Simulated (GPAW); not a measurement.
# AlN (P6_3mc) in GPAW: a series of runs, part 2 of 2

GPAW 26.7.0. Earlier steps stand in the parts before.

## 3. Gruneisen, BP86+D4

run.py

```python
import json
import numpy as np
from ase import Atoms
from ase.calculators.mixing import SumCalculator
from ase.constraints import FixSymmetry
from ase.filters import FrechetCellFilter
from ase.io import read, write
from ase.optimize import BFGS
from dftd4.ase import DFTD4
from phonopy import Phonopy
from phonopy.structure.atoms import PhonopyAtoms
from gpaw import GPAW, PW, setup_paths

setup_paths.insert(0, '.')

atoms = read('POSCAR')

calc = GPAW(mode=PW(800),
            xc='GGA_X_B88+GGA_C_P86',
            kpts={'size': (10, 10, 6), 'gamma': True},
            occupations={'name': 'fermi-dirac', 'width': 0.05},
            nbands=18,
            convergence={'density': 1e-06, 'eigenstates': 1e-09},
            maxiter=150,
            txt='gpaw.txt')
atoms.calc = SumCalculator([calc, DFTD4(method='bp')])
atoms.set_constraint(FixSymmetry(atoms))
BFGS(FrechetCellFilter(atoms), trajectory='relax.traj', logfile='-').run(fmax=0.005, steps=40)
atoms.set_constraint()
energy = atoms.get_potential_energy()
forces = atoms.get_forces()
stress = atoms.get_stress()
calc.write('gs.gpw')
write('result.traj', atoms)
print('Cell:', atoms.cell.cellpar().round(4))
print(atoms.get_scaled_positions().round(5))

def force_constants(scale):
    unit = PhonopyAtoms(symbols=atoms.get_chemical_symbols(), cell=atoms.cell[:] * scale**(1 / 3),
                        scaled_positions=atoms.get_scaled_positions())
    ph = Phonopy(unit, supercell_matrix=np.diag([1, 1, 1]), primitive_matrix=np.eye(3), symprec=1e-4)
    ph.generate_displacements(distance=0.03)
    forces = []
    for i, sc in enumerate(ph.supercells_with_displacements):
        a = Atoms(sc.symbols, cell=sc.cell, scaled_positions=sc.scaled_positions, pbc=True)
        c = GPAW(mode=PW(680),
                 xc='GGA_X_B88+GGA_C_P86',
                 kpts={'size': (10, 10, 6), 'gamma': True},
                 occupations={'name': 'fermi-dirac', 'width': 0.05},
                 nbands=18,
                 convergence={'density': 1e-06, 'eigenstates': 1e-09},
                 maxiter=150,
                 txt=f'disp-{scale:.3f}-{i:02d}.txt')
        a.calc = SumCalculator([c, DFTD4(method='bp')])
        f = a.get_forces()
        forces.append(f - f.mean(axis=0))
        print(f'displacement {i}: drift', f.mean(axis=0).round(5), flush=True)
    ph.forces = forces
    ph.produce_force_constants()
    ph.symmetrize_force_constants()
    return ph

qpoints = [[0.0, 0.0, 0.0]]
results = {}
for scale in [0.99, 1.0, 1.01]:
    ph = force_constants(scale)
    ph.run_qpoints(qpoints)
    nu = ph.qpoints.frequencies * 33.35641  # THz to cm^-1
    results[f'{scale:.3f}'] = nu.tolist()
    for qp, f in zip(qpoints, nu):
        print(scale, np.round(qp, 4), f.round(2))

lo, mid, hi = (np.array(results[x]) for x in ('0.990', '1.000', '1.010'))
gamma = np.where(abs(mid) > 5, -(hi - lo) / (np.log(1.01 / 0.99) * np.where(abs(mid) > 5, mid, 1)), 0)
results['gamma'] = gamma.tolist()
print('Mode Grueneisen parameters:')
print(gamma.round(3))
json.dump(results, open('phonons.json', 'w'))
```

POSCAR

```
AlN
1.0
    3.1130000000      0.0000000000      0.0000000000
   -1.5565000000      2.6959370820      0.0000000000
    0.0000000000      0.0000000000      4.9810000000
Al N
2 2
Direct
    0.6666666667      0.3333333333      0.5000000000
    0.3333333333      0.6666666667      0.0000000000
    0.6666666667      0.3333333333      0.8800000000
    0.3333333333      0.6666666667      0.3800000000
```

Potentials or basis: PAW data sets generated in the run's folder for this functional, pw.

Started as:

```console
$ gpaw-setup -f GGA_X_B88+GGA_C_P86 Al N
$ OMP_NUM_THREADS=1 python run.py
```

gpaw.txt:

```text
__  _  _
 | _ |_)|_||  |
 |__||  | ||/\| - 26.7.0

Input parameters:
  mode=PW(ecut=800.0),
  convergence={'density': 1e-06, 'eigenstates': 1e-09},
  kpts=MonkhorstPack(size=(10, 10, 6), gamma=True),
  maxiter=150,
  nbands=18,
  occupations=Occupations(name='fermi-dirac', width=0.05),
  xc=XC(name='GGA_X_B88+GGA_C_P86')

Diagonalizing LCAO Hamiltonian
Converting LCAO to pw mode

           N

           Al
        N

        Al

Atoms  # Å, Bohr magnetons
|   | symbol |        x |        y |        z |    initial magnetic moments |
|---|--------|----------|----------|----------|-----------------------------|
| 0 |     Al | 1.556500 | 0.898646 | 2.490500 | ( 0.0000,  0.0000,  0.0000) |
| 1 |     Al | 0.000000 | 1.797291 | 0.000000 | ( 0.0000,  0.0000,  0.0000) |
| 2 |      N | 1.556500 | 0.898646 | 4.383280 | ( 0.0000,  0.0000,  0.0000) |
| 3 |      N | 0.000000 | 1.797291 | 1.892780 | ( 0.0000,  0.0000,  0.0000) |

Unit cell  # Å
| periodic |         x |        y |        z |  lengths |     angles |
|----------|-----------|----------|----------|----------|------------|
|      yes |  3.113000 | 0.000000 | 0.000000 | 3.113000 |  90.000000 |
|      yes | -1.556500 | 2.695937 | 0.000000 | 3.113000 |  90.000000 |
|      yes |  0.000000 | 0.000000 | 4.981000 | 4.981000 | 120.000000 |
[... 198 lines left out ...]
Stress tensor  # eV/Ang^3
|         x |         y |         z |
|-----------|-----------|-----------|
| -0.026669 |  0.000000 |  0.000000 |
|  0.000000 | -0.026669 |  0.000000 |
|  0.000000 |  0.000000 | -0.037356 |

Forces  # eV/Ang
|        x |        y |        z |
|----------|----------|----------|
|  0.00000 |  0.00000 | -0.12891 |  # Al   0
|  0.00000 |  0.00000 | -0.12891 |  # Al   1
| -0.00000 |  0.00000 |  0.12934 |  # N    2
[... 934 lines left out ...]

Interpolating wave functions to new cell
[... 41 lines left out ...]
K-points  # in reciprocal-cell coordinates
|     |                                coordinates |     weight |
|-----|--------------------------------------------|------------|
|   0 | (  0.00000000,   0.00000000,   0.00000000) | 0.00166667 |
|   1 | (  0.00000000,   0.00000000,   0.1
[... cut ...]
   |            |
|  71 | (  0.50000000,   0.50000000,   0.50000000) | 0.00500000 |

Plane wave coefficients: 2132
Cutoff: 800.0 eV

Spin-components: 1 (collinear spins)
Bands:           18
Projectors:      20
Spin-degeneracy: 2
Datatype:        complex128
[... 150 lines left out ...]
Stress tensor  # eV/Ang^3
|         x |         y |         z |
|-----------|-----------|-----------|
| -0.050713 | -0.000000 |  0.000000 |
|  0.000000 | -0.050713 |  0.000000 |
|  0.000000 |  0.000000 | -0.049422 |

Forces  # eV/Ang
|        x |       y |        z |
|----------|---------|----------|
|  0.00000 | 0.00000 |  0.00214 |  # Al   0
|  0.00000 | 0.00000 |  0.00213 |  # Al   1
|  0.00000 | 0.00000 | -0.00153 |  # N    2
| -0.00000 | 0.00000 | -0.00196 |  # N    3

Interpolating wave functions to new cell
[... 216 lines left out ...]
Stress tensor  # eV/Ang^3
|         x |         y |         z |
|-----------|-----------|-----------|
| -0.050526 | -0.000000 | -0.000000 |
| -0.000000 | -0.050526 |  0.000000 |
| -0.000000 |  0.000000 | -0.049506 |

Forces  # eV/Ang
|        x |       y |       z |
|----------|---------|---------|
|  0.00000 | 0.00000 | 0.00014 |  # Al   0
|  0.00000 | 0.00000 | 0.00013 |  # Al   1
|  0.00000 | 0.00000 | 0.00046 |  # N    2
| -0.00000 | 0.00000 | 0.00003 |  # N    3

Interpolating wave functions to new cell
[... 216 lines left out ...]
Stress tensor  # eV/Ang^3
|         x |         y |         z |
|-----------|-----------|-----------|
| -0.050280 |  0.000000 |  0.000000 |
|  0.000000 | -0.050280 |  0.000000 |
|  0.000000 |  0.000000 | -0.049660 |

Forces  # eV/Ang
|       x |       y |        z |
|---------|---------|----------|
| 0.00000 | 0.00000 | -0.00153 |  # Al   0
| 0.00000 | 0.00000 | -0.00154 |  # Al   1
| 0.00000 | 0.00000 |  0.00213 |  # N    2
| 0.00000 | 0.00000 |  0.00170 |  # N    3

# Writing to gs.gpw (mode='')
```

stdout:

```text
Step          Energy          fmax
BFGS:    0      -31.335877        0.229873
BFGS:    1      -31.337893        0.187914
BFGS:    2      -31.340156        0.108144
BFGS:    3      -31.340264        0.081532
BFGS:    4      -31.340168        0.011788
BFGS:    5      -31.340198        0.006977
BFGS:    6      -31.340226        0.006048
BFGS:    7      -31.340249        0.004386
Cell: [  3.0973   3.0973   4.9586  90.      90.     120.    ]
[[0.66667 0.33333 0.49906]
 [0.33333 0.66667 0.99906]
 [0.66667 0.33333 0.88096]
 [0.33333 0.66667 0.38096]]
displacement 0: drift [ 0.      -0.      -0.00045]
displacement 1: drift [-0.      -0.      -0.00045]
displacement 2: drift [ 3.0e-05 -1.0e-05  1.4e-04]
displacement 3: drift [-6.0e-05 -3.0e-05 -7.6e-04]
0.99 [0. 0. 0.] [ -0.    -0.     0.   238.8  238.8  567.18 641.3  691.75 691.75 699.79
 699.79 754.33]
displacement 0: drift [ 0.      -0.      -0.00047]
displacement 1: drift [-0.       0.      -0.00048]
displacement 2: drift [ 4.0e-05 -1.0e-05  1.6e-04]
displacement 3: drift [-6.0e-05 -4.0e-05 -8.3e-04]
1.0 [0. 0. 0.] [ -0.    -0.     0.   239.26 239.26 561.81 631.82 680.79 680.79 689.73
 689.73 745.69]
displacement 0: drift [ 0.      0.     -0.0005]
displacement 1: drift [-0.      -0.      -0.00051]
displacement 2: drift [ 5.0e-05 -2.0e-05  1.8e-04]
displacement 3: drift [-6.0e-05 -4.0e-05 -9.1e-04]
1.01 [0. 0. 0.] [ -0.     0.     0.   239.57 239.57 556.42 622.51 669.92 669.92 679.85
 679.85 736.93]
Mode Grueneisen parameters:
[[ 0.     0.     0.    -0.161 -0.161  0.957  1.487  1.603  1.603  1.445
   1.445  1.166]]
```

disp-0.990-00.txt:

```text
__  _  _
 | _ |_)|_||  |
 |__||  | ||/\| - 26.7.0

Input parameters:
  mode=PW(ecut=680.0),
  convergence={'density': 1e-06, 'eigenstates': 1e-09},
  kpts=MonkhorstPack(size=(10, 10, 6), gamma=True),
  maxiter=150,
  nbands=18,
[... 209 lines left out ...]
|         14 |        19.737 |     0.000 |
|         15 |        19.756 |     0.000 |
|        ... |               |           |
|         17 |        21.047 |     0.000 |

Gap: 4.534 eV
Transition (v -> c):
  (s=0, k=0, n=7, [0.00, 0.00, 0.00]) -> (s=0, k=0, n=8, [0.00, 0.00, 0.00])
No difference between direct/indirect transitions

Forces  # eV/Ang
|        x |        y |        z |
|----------|----------|----------|
| -0.26153 | -0.00691 | -0.61518 |  # Al   0
|  0.01124 |  0.00015 |  0.22293 |  # Al   1
|  0.02086 |  0.00023 |  0.22130 |  # N    2
|  0.22945 |  0.00653 |  0.16916 |  # N    3
```

Wall time 24 min (1 thread of Intel Xeon 6975P-C (Granite Rapids), shared host); peak memory 1.1 GiB.

Results:

| Property | Result |
| --- | --- |
| Free energy | -31.3402 eV |
| Relaxed volume | 10.30 Å³/atom |
| Relaxed cell | a = 3.097 Å, b = 3.097 Å, c = 4.959 Å, α = 90.00°, β = 90.00°, γ = 120.00° |
| Space group after relaxing (to 0.05 Å) | P6_3mc (No. 186) |
| Pressure after relaxing | 0.0 GPa |
| Largest force after relaxing | 0.005 eV/Å |
| Band gap on the k mesh | 4.41 eV, direct |
| Highest phonon frequency at Γ, LO-TO splitting left out | 746 cm⁻¹ |
| Dispersion energy per atom | -0.504 eV |

Forces in eV/Å, atoms in the order of the input:
```
Al   0.000  0.000 -0.004
Al   0.000  0.000 -0.004
N    0.000  0.000  0.005
N    0.000  0.000  0.004
```

Final structure:
```
Al N
1.0
     3.09734    0.00000    0.00000
    -1.54867    2.68238    0.00000
     0.00000    0.00000    4.95861
Al N
2 2
Direct
  0.66667 0.33333 0.49906
  0.33333 0.66667 0.99906
  0.66667 0.33333 0.88096
  0.33333 0.66667 0.38096
```

Phonon frequencies in cm⁻¹ (negative: imaginary):
```
              q point                                frequencies
(0.000, 0.000, 0.000)  0 0 0 239 239 562 632 681 681 690 690 746
```

Mode Grüneisen parameters of phonons at Γ, in order of frequency: -0.16, -0.16, 0.96, 1.49, 1.60, 1.60, 1.45, 1.45, 1.17

Caveat: the cutoff is short for stress and forces, so pressures can be off by a GPa or more; the density grid can change from cell to cell, which puts small steps into energies and stress; the LO-TO splitting is left out.

## 4. Equation of state, PBE

run.py

```python
from ase import Atoms
from ase.eos import EquationOfState
from ase.io import Trajectory
from ase.units import GPa
from gpaw import GPAW

atoms = Atoms(['Al', 'Al', 'N', 'N'],
              cell=[[3.113, 0.0, 0.0],
                    [-1.5565, 2.695937082, 0.0],
                    [0.0, 0.0, 4.981]],
              scaled_positions=[[0.6666666667, 0.3333333333, 0.5],
                                [0.3333333333, 0.6666666667, 0.0],
                                [0.6666666667, 0.3333333333, 0.88],
                                [0.3333333333, 0.6666666667, 0.38]],
              pbc=True)

traj = Trajectory('eos.traj', 'w')
volumes, energies = [], []
for x in [0.94, 0.96, 0.98, 1.0, 1.02, 1.04, 1.06]:
    a = atoms.copy()
    a.set_cell(atoms.cell * x**(1 / 3), scale_atoms=True)
    calc = GPAW(mode='lcao',
                h=0.18,
                basis='dzp',
                xc='PBE',
                kpts={'size': (7, 7, 4), 'gamma': True},
                occupations={'name': 'fermi-dirac', 'width': 0.05},
                convergence={'density': 1e-05, 'energy': 1e-05},
                maxiter=150,
                txt=f'eos-{x:.2f}.txt')
    a.calc = calc
    energies.append(a.get_potential_energy(force_consistent=True))
    volumes.append(a.get_volume())
    calc.write(f'eos-{x:.2f}.gpw')
    traj.write(a)
    print(f'{x:.2f} {volumes[-1]:10.4f} A^3 {energies[-1]:14.6f} eV', flush=True)

v0, e0, B = EquationOfState(volumes, energies, eos='birchmurnaghan').fit()
print(f'V0 = {v0:.4f} A^3, E0 = {e0:.6f} eV, B0 = {B / GPa:.2f} GPa')
```

Potentials or basis: GPAW PAW data sets (gpaw-data 1.2.1), lcao:dzp.

Started as:

```console
$ OMP_NUM_THREADS=1 python run.py
```

Run time: 22 min. Hardware: 1 thread of Intel Xeon Platinum 8488C (Sapphire Rapids), shared host; peak memory 0.28 GiB.

It converged, with:

```yaml
Equilibrium_volume: 10.78 Å³/atom
Bulk_modulus_at_fixed_shape_and_positions: 196 GPa
Pressure_derivative_of_the_bulk_modulus: "3.7 (rough: it moves with the points fitted)"
```

Energy against volume, from the lowest point:
```csv
volume (Å³/atom),energy (meV/atom)
9.824,59.27
10.033,34.73
10.242,17.20
10.451,5.94
10.660,0.29
10.869,0.00
11.078,4.47
```

Caveat: the real-space grid adds noise to forces; the cell was scaled at fixed shape and fractional positions, which overstates the stiffness of a crystal with free parameters, most of all of layers and chains; the basis of atomic orbitals isn't converged, which shifts pressures, moduli and gaps.

## 5. The runs side by side

| task | level | potentials or basis | cell | k mesh | cutoff (eV) | maxiter | convergence | supercell | supercell k mesh | displacement | grid spacing | other keys | gap on the mesh (eV) | pressure (GPa) |
| --- | --- | --- | --- | --- | --- | --- | --- | --- | --- | --- | --- | --- | --- | --- |
| phonons | rSCAN | GPAW PAW data sets (gpaw-data 1.2.1), pw | relaxed | 7 × 7 × 4 | 680 | 75 | tight_forces | 1 × 1 × 1 | 7 × 7 × 4 | 0.01 | - | several, not listed | 5.06 | 0.0 |
| gruneisen | BP86+D4 | PAW data sets generated in the run's folder for this functional, pw | relaxed | 10 × 10 × 6 | 680 | 150 | density 1e-6 | 1 × 1 × 1 | 10 × 10 × 6 | 0.03 | - | - | 4.41 | 0.0 |
| equation of state | PBE | GPAW PAW data sets (gpaw-data 1.2.1), lcao:dzp | as given | 7 × 7 × 4 | - | 150 | - | - | - | - | 0.18 Å | - | - | - |

Alike in all rows: no spin polarisation; smearing fermi-dirac 0.05 eV.

Caveats: the cutoff is short for stress and forces, so pressures can be off by a GPa or more (some runs); the LO-TO splitting is left out (some runs); the PAW data sets were made with another functional, which shifts forces and pressure a little (some runs); the density grid can change from cell to cell, which puts small steps into energies and stress (some runs); the real-space grid adds noise to forces (some runs); the cell was scaled at fixed shape and fractional positions, which overstates the stiffness of a crystal with free parameters, most of all of layers and chains (some runs); the basis of atomic orbitals isn't converged, which shifts pressures, moduli and gaps (some runs).

Total energies depend on the potentials used, so only differences within one code and one set of settings carry meaning.

## 6. Comparison with measurements

Step 3. A measured gap of AlN is 6.034 eV (an exciton energy, a little under the gap; 10 K; quoted in “Self-assembly of well-separated AlN nanowires directly on sputtered metallic TiN films”, 2019, arxiv:1910.07391); the calculated 4.41 eV misses it by -1.62 eV. 2 values of this kind are on record (6.034 to 6.0343 eV); this one was drawn at random. The value is that of BP86+D4 on a finite k mesh, which can miss the band edges, without temperature or zero-point motion.
